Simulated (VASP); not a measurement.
# BrCs in VASP: further runs

Aim: see how the results for BrCs move with the level of theory and the settings. Levels: HSE06+TS, revPBE+D3(BJ). Tasks: single point.

Everything below comes from runs of VASP 6.6.1. Logs are shortened: lines on timing, memory, paths and dates and some standing lists are left out, and cuts for length are marked.

### 1 Starting point

The cell holds a molecule in a box, 2 atoms: a = 9.000 Å, b = 9.000 Å, c = 13.000 Å, α = 90.00°, β = 90.00°, γ = 90.00°.

### 2 Single point, HSE06+TS

The input, POSCAR:

```
CsBr
1.0
    9.0000000000      0.0000000000      0.0000000000
    0.0000000000      9.0000000000      0.0000000000
    0.0000000000      0.0000000000     13.0000000000
Br Cs
1 1
Direct
    0.5014444400      0.5023333300      0.3844518800
    0.5014444400      0.5023333300      0.6207788800
```

The input, INCAR.step1:

```
SYSTEM = CsBr
ALGO     = Normal         ! electronic algorithm
EDIFF    = 1E-5           ! SCF threshold, eV
ENCUT    = 520            ! plane-wave cutoff, eV
GGA      = PE             ! functional
ISIF     = 2              ! what is computed and relaxed
ISMEAR   = 0              ! smearing method
LASPH    = .TRUE.         ! aspherical terms in the spheres
LCHARG   = .FALSE.        ! write CHGCAR
LREAL    = .FALSE.        ! projectors in reciprocal space
LWAVE    = .TRUE.         ! write WAVECAR
NELM     = 80             ! most SCF steps
PREC     = Accurate       ! precision mode
SIGMA    = 0.01           ! smearing width, eV
```

The input, INCAR.step2:

```
SYSTEM = CsBr
ALGO     = Normal         ! electronic algorithm
EDIFF    = 1E-7           ! SCF threshold, eV
ENCUT    = 520            ! plane-wave cutoff, eV
GGA      = PE             ! functional
HFSCREEN = 0.2            ! screening, 1/A
ISIF     = 2              ! what is computed and relaxed
ISMEAR   = 0              ! smearing method
ISTART   = 1            
IVDW     = 2              ! dispersion correction
LASPH    = .TRUE.         ! aspherical terms in the spheres
LCHARG   = .FALSE.        ! write CHGCAR
LHFCALC  = .TRUE.         ! exact exchange
LREAL    = .FALSE.        ! projectors in reciprocal space
LWAVE    = .FALSE.        ! write WAVECAR
NELM     = 80             ! most SCF steps
PREC     = Accurate       ! precision mode
PRECFOCK = Fast         
SIGMA    = 0.01           ! smearing width, eV
```

The input, KPOINTS:

```
k-points
0
G
  1 1 1
  0 0 0
```

Potentials or basis: VASP PAW PBE potentials, release 64 (Br, Cs_sv).

Run with:

```
$ cat potpaw_PBE.64/Br/POTCAR potpaw_PBE.64/Cs_sv/POTCAR > POTCAR
$ cp INCAR.step1 INCAR
$ mpirun -np 1 vasp_gam > vasp.out
$ cp INCAR.step2 INCAR
$ mpirun -np 1 vasp_gam > vasp.out
```

OUTCAR:

```text
SYSTEM = CsBr
   EDIFF = 1E-7
   ENCUT = 520
   GGA = PE
   HFSCREEN = 0.2
   ISIF = 2
   ISMEAR = 0
   ISTART = 1
   IVDW = 2
   LASPH = .TRUE.
   LHFCALC = .TRUE.
   LREAL = .FALSE.
   NELM = 80
   PREC = Accurate
   PRECFOCK = Fast
  IVDW =   2

 ion  position               nearest neighbor table
   1  0.501  0.502  0.384-
   2  0.501  0.502  0.621-

  LATTYP: Found a simple tetragonal cell.
 ALAT       =     9.0000000000
 C/A-ratio  =     1.4444444444

  Lattice vectors:

 A1 = (   9.0000000000,   0.0000000000,   0.0000000000)
 A2 = (   0.0000000000,   9.0000000000,   0.0000000000)
 A3 = (   0.0000000000,   0.0000000000,  13.0000000000)

Analysis of symmetry for initial positions (statically):
=====================================================================
 Subroutine PRICEL returns:
 Original cell was already a primitive cell.

 Routine SETGRP: Setting up the symmetry group for a
 simple tetragonal supercell.

 Subroutine GETGRP returns: Found  8 space group operations
 (whereof  1 operations were pure point group operations)
 out of a pool of 16 trial point group operations.

The static configuration has the point symmetry C_1 .
 The point group associated with its full space group is C_4v.

Analysis of symmetry for dynamics (positions and initial velocities):
=====================================================================
 Subroutine PRICEL returns:
 Original cell was already a primitive cell.

 Routine SETGRP: Setting up the symmetry group for a
 simple tetragonal supercell.

 Subroutine GETGRP returns: Found  8 space group operations
 (whereof  1 operations were pure point group operations)
 out of a pool of 16 trial point group operations.

The dynamic configuration has the point symmetry C_1 .
 The point group associated with its full space group is C_4v.

 Subroutine INISYM returns: Found  8 space group operations
 (whereof  1 operations are pure point group operations),
 and found     1 'primitive' translations

----------------------------------------------------------------------------------------

                                     Primitive cell

  volume of cell :    1053.0000

  direct lattice vectors                    reciprocal lattice vectors
     9.000000000  0.000000000  0.000000000     0.111111111  0.000000000  0.000000000
     0.000000000  9.000000000  0.000000000     0.000000000  0.111111111  0.000000000
     0.000000000  0.000000000 13.000000000     0.000000000  0.000000000  0.076923077

  length of vectors
     9.000000000  9.000000000 13.000000000     0.111111111  0.111111111  0.076923077

  position of ions in fractional coordinates (direct lattice)
     0.501444440  0.502333330  0.384451880
     0.501444440  0.502333330  0.620778880

  ion indices of the primitive-cell ions
   primitive index   ion index
                 1           1
                 2           2

----------------------------------------------------------------------------------------

 KPOINTS: k-points

Automatic generation of k-mesh.
 Grid dimensions read from file:
 generate k-points for:    1    1    1

 Generating k-lattice:

  Cartesian coordinates                     Fractional coordinates (reciprocal lattice)
     0.111111111  0.000000000  0.000000000     1.000000000  0.000000000  0.000000000
     0.000000000  0.111111111  0.000000000     0.000000000  1.000000000  0.000000000
     0.000000000  0.000000000  0.076923077     0.000000000  0.000000000  1.000000000

  Length of vectors
     0.111111111  0.111111111  0.076923077

  Shift w.r.t. Gamma in fractional coordinates (k-lattice)
     0.000000000  0.000000000  0.000000000

 Subroutine IBZKPT returns following result:
 ===========================================

 Found      1 irreducible k-points:

 Following reciprocal coordinates:
            Coordinates               Weight
  0.000000  0.000000  0.000000      1.000000
   k-points           NKPTS =      1   k-points in BZ     NKDIM =      1   number of bands    NBANDS=     12
   number of dos      NEDOS =    301   number of ions     NIONS =      2
   total plane-waves  NPLWV = 480200
   dimension x,y,z NGX =    70 NGY =   70 NGZ =   98
   dimension x,y,z NGXF=   140 NGYF=  140 NGZF=  196
   ions per type =               1   1
   NGX,Y,Z   is equivalent  to a cutoff of  12.93, 12.93, 12.53 a.u.
   NGXF,Y,Z  is equivalent  to a cutoff of  25.86, 25.86, 25.06 a.u.
 SYSTEM =  CsBr
   PREC   = accura    normal or accurate (medium, high low for compatibility)
   ISTART =      1    job   : 0-new  1-cont  2-samecut
   ICHARG =      0    charge: 1-file 2-atom 10-const
   ISPIN  =      1    spin polarized calculation?
   LNONCOLLINEAR =      F non collinear calculations
   LSORBIT =      F    spin-orbit coupling
   LASPH  =      T    aspherical Exc in radial PAW
   ENCUT  =  520.0 eV  38.22 Ry    6.18 a.u.  16.73 16.73 24.17*2*pi/ulx,y,z
   NELM   =     80;   NELMIN=  2; NELMDL=  0     # of ELM steps
   EDIFF  = 0.1E-06   stopping-criterion for ELM
   LREAL  =      F    real-space projection
   EDIFFG = 0.1E-05   stopping-criterion for IOM
   NSW    =      0    number of steps for IOM
   IBRION =     -1    ionic relax: 0-MD 1-quasi-New 2-CG
   NFREE  =      0    steps in history (QN), initial steepest desc. (CG)
   ISIF   =      2    stress and relaxation
   ISYM   =      3    0-nonsym 1-usesym 2-fastsym
   POTIM  = 0.5000    time-step for ionic-motion
   TEBEG  =    0.0;   TEEND  =   0.0 temperature during run
   PSTRESS=    0.0 pullay stress
   NELECT =      16.0000    total number of electrons
   NUPDOWN=      -1.0000    fix difference up-down
   EMIN   =  10.00;   EMAX   =-10.00  energy-range for DOS
   EFERMI =   0.00;   METHOD = LEGACY
   ISMEAR =     0;   SIGMA  =   0.01  broadening in eV -4-tet -1-fermi 0-gaus
   EFERMI_NEDOS =   21; number of points for ismear=-14 and -15
   IALGO  =     38    algorithm
   IMIX   =      1    mixing-type and parameters
     AMIX     =   0.40;   BMIX     =  1.00
     AMIX_MAG =   1.60;   BMIX_MAG =  1.00
  volume/ion in A,a.u.               =     526.50      3553.00
  Fermi-wavevector in a.u.,A,eV,Ry     =   0.405482  0.766251  2.237015  0.164416
  Thomas-Fermi vector in A             =   1.357813
   LORBIT       =      0    0 simple, 1 ext, 2 COOP (PROOUT), +10 PAW based schemes
   GGA     = PE    functional components
   LHFCALC =     T    Hartree Fock is set to
   PRECFOCK=fast      Normal, Fast or Accurate (Low or Medium for compatibility)
   ENCUT4O =  -1.0   cutoff for four orbital integrals eV
   NKREDX  =     1    reduce k-point grid by
   NKREDY  =     1    reduce k-point grid by
   NKREDZ  =     1    reduce k-point grid by
   AEXX    =    0.2500 exact exchange contribution
   HFSCREEN=    0.2000 screening length (either q_TF or 0.3 A-1)
   HFSCREENC=   0.2000 screening length for correlation (either q_TF or 0.3 A-1)
   ENCUTFOCK=  -1.0 apply spherical cutoff to Coloumb kernel
   IVDW    =     2    specifies the selected vdW correction
   LEPSILON=     F    determine dielectric tensor
   LRPA    =     F    only Hartree local field effects (RPA)
 non-spin polarized calculation
 Gauss-broadening in eV      SIGMA  =   0.01
  energy-cutoff  :      520.00
  volume of cell :     1053.00
 maximum number of plane-waves:     14183
 NGX is ok and might be reduce to    70
  NGX = 36; NGY = 36; NGZ = 50

 number of electron      16.0000000 magnetization

 Free energy of the ion-electron system (eV)
  ---------------------------------------------------
  ext. energy  EPLUGINS =         0.00000000
  ---------------------------------------------------
  free energy    TOTEN  =        -5.41161838 eV

  energy without entropy =       -5.41161838  energy(sigma->0) =       -5.41161838

 E-fermi :  -4.9497     XC(G=0):  -1.1369

 val. band max:       -4.9966381774   @ k =   0.0000   0.0000   0.0000
 cond. band min:      -1.2302770154   @ k =   0.0000   0.0000   0.0000
 fundamental gap:      3.7663611621
 Fermi energy:        -4.9496799220

 k-point     1 :       0.0000    0.0000    0.0000
  band No.  band energies     occupation
      1     -28.3668      2.00000
      2     -17.9064      2.00000
      3     -14.2421      2.00000
      4     -14.2421      2.00000
      5     -13.9883      2.00000
      6      -5.1241      2.00000
      7      -4.9966      2.00000
      8      -4.9966      2.00000
      9      -1.2303      0.00000
     10       0.2044      0.00000
     11       0.3263      0.00000
     12       0.5492      0.00000

------------------------ aborting loop because EDIFF is reached ----------------------------------------

  Hirshfeld charges:
            ion         q(e)
   ------------------------------
      1     Br      -0.61092757
      2     Cs       0.61092757

  Tkatchenko/Scheffler method for vdW energy calculation

  Number of pair interactions contributing to vdW energy:    1472

  Edisp (eV):   -0.01882

  FORCE on cell =-STRESS in cart. coord.  units (eV):
  Direction    XX          YY          ZZ          XY          YZ          ZX
  --------------------------------------------------------------------------------------
  -------------------------------------------------------------------------------------
  Total       0.13748     0.13748    -0.32404     0.00000     0.00000     0.00000
  in kB       0.20919     0.20919    -0.49303     0.00000     0.00000     0.00000
  external pressure =       -0.02 kB  Pullay stress =        0.00 kB

 VOLUME and BASIS-vectors are now :
 -----------------------------------------------------------------------------
  energy-cutoff  :      520.00
  volume of cell :     1053.00
      direct lattice vectors                 reciprocal lattice vectors
     9.000000000  0.000000000  0.000000000     0.111111111  0.000000000  0.000000000
     0.000000000  9.000000000  0.000000000     0.000000000  0.111111111  0.000000000
     0.000000000  0.000000000 13.000000000     0.000000000  0.000000000  0.076923077

 POSITION                                       TOTAL-FORCE (eV/Angst)
 -----------------------------------------------------------------------------------
      4.51300      4.52100      4.99787        -0.000000      0.000000     -0.040358
      4.51300      4.52100      8.07013         0.000000     -0.000000      0.040358
 -----------------------------------------------------------------------------------
    total drift:                                0.000001     -0.000002     -0.000015

  FREE ENERGIE OF THE ION-ELECTRON SYSTEM (eV)
  ---------------------------------------------------
  free  energy   TOTEN  =        -5.4304428717 eV

  energy  without entropy=       -5.4304428717  energy(sigma->0) =       -5.43044287
```

Run time: 7.5 min. Hardware: 1 thread of Intel Xeon Platinum 8559C (Emerald Rapids), shared host; peak memory 0.98 GiB.

Results:

* Free energy: -5.4304 eV
* Largest force: 0.040 eV/Å
* Gap between the frontier levels: 3.77 eV
* Hirshfeld charges: Br -0.61; Cs +0.61 e
* Dispersion energy per atom: -0.009 eV

Forces on the atoms (eV/Å):
```
Br   0.000  0.000 -0.040
Cs   0.000  0.000  0.040
```

Levels at points of the mesh, in eV from the valence-band top:
```
           k point  band 5  band 6  band 7  band 8  band 9  band 10  band 11  band 12
(0.00, 0.00, 0.00)   -8.99   -0.13    0.00    0.00    3.77     5.20     5.32     5.55
```

Caveat: the PAW data sets were made with another functional, which shifts forces and pressure a little; spin-orbit coupling is left out, which moves the levels of the heavy elements.

### 3 Single point, revPBE+D3(BJ)

The input, INCAR:

```
  PREC = Accurate
  ENCUT = 520
  EDIFF = 1E-6
  ISMEAR = 0
  SIGMA = 0.01
  LREAL = False
  LASPH = True
  NELM = 100
  ALGO = Normal
  ISIF = 2
  LWAVE = False
  LCHARG = True
  GGA = RE
  IVDW = 12
  LELF = True
  LVHAR = True
  LVACPOTAV = True
  NBANDS = 15
```

The input, KPOINTS:

```
regular mesh
0
Gamma
  1 1 1
```

The input, POSCAR:

```
CsBr
1.0
    9.0000000000      0.0000000000      0.0000000000
    0.0000000000      9.0000000000      0.0000000000
    0.0000000000      0.0000000000     13.0000000000
Br Cs
1 1
Cartesian
    4.5129999600      4.5209999700      4.9978744400
    4.5129999600      4.5209999700      8.0701254400
```

Potentials or basis: VASP PAW PBE potentials, release 64 (Br, Cs_sv).

Run with:

```
$ cat potpaw_PBE.64/Br/POTCAR potpaw_PBE.64/Cs_sv/POTCAR > POTCAR
$ mpirun -np 1 vasp_gam > vasp.out
```

It took 72 s on 1 thread of Intel Xeon Platinum 8559C (Emerald Rapids), shared host; peak memory 0.86 GiB.

Results (log left out):

| Quantity | Value |
| --- | --- |
| Free energy | -4.4138 eV |
| Largest force | 0.119 eV/Å |
| Gap between the frontier levels | 2.70 eV |
| Dispersion energy per atom | -0.026 eV |

Forces in eV/Å, atoms in the order of the input:
```
Br   0.000  0.000 -0.119
Cs   0.000  0.000  0.119
```

Levels at points of the mesh, in eV from the valence-band top:
| k point | band 4 | band 5 | band 6 | band 7 | band 8 | band 9 | band 10 | band 11 | band 12 | band 13 |
| --- | --- | --- | --- | --- | --- | --- | --- | --- | --- | --- |
| (0.00, 0.00, 0.00) | -8.88 | -8.60 | -0.14 | 0.00 | 0.00 | 2.70 | 4.16 | 4.22 | 4.44 | 4.44 |

Caveat: the PAW data sets were made with another functional, which shifts forces and pressure a little; spin-orbit coupling is left out, which moves the levels of the heavy elements. Expect the measured gap to be larger: semilocal functionals such as revPBE lack the derivative discontinuity.

### 4 For comparison

An earlier run on the cell as given: functional PBE; potentials or basis VASP PAW PBE potentials, release 64 (Br, Cs_sv); cutoff 520 eV; k mesh 1 × 1 × 1; occupations gaussian, width 0.01 eV; no spin polarisation.

- Largest force: 0.022 eV/Å
- Gap between the frontier levels: 2.82 eV

### 5 Overview

| level | grid for exact exchange (PRECFOCK) | screening parameter | gap on the mesh (eV) | largest force (eV/Å) |
| --- | --- | --- | --- | --- |
| HSE06+TS | Fast | 0.2 1/A | 3.77 | 0.04 |
| revPBE+D3(BJ) | - | - | 2.70 | 0.12 |
| PBE | - | - | 2.82 | 0.02 |

Alike in all rows: task single point; potentials or basis VASP PAW PBE potentials, release 64 (Br, Cs_sv); no spin polarisation; cell as given; k mesh 1 × 1 × 1; cutoff (eV) 520; smearing gaussian 0.01 eV.

On the cell as given the gap runs from 2.70 eV (revPBE+D3(BJ)) to 3.77 eV (HSE06+TS).

Caveats: spin-orbit coupling is left out, which moves the levels of the heavy elements; the PAW data sets were made with another functional, which shifts forces and pressure a little (some runs).

Total energies depend on the potentials used, so only differences within one code and one set of settings carry meaning.
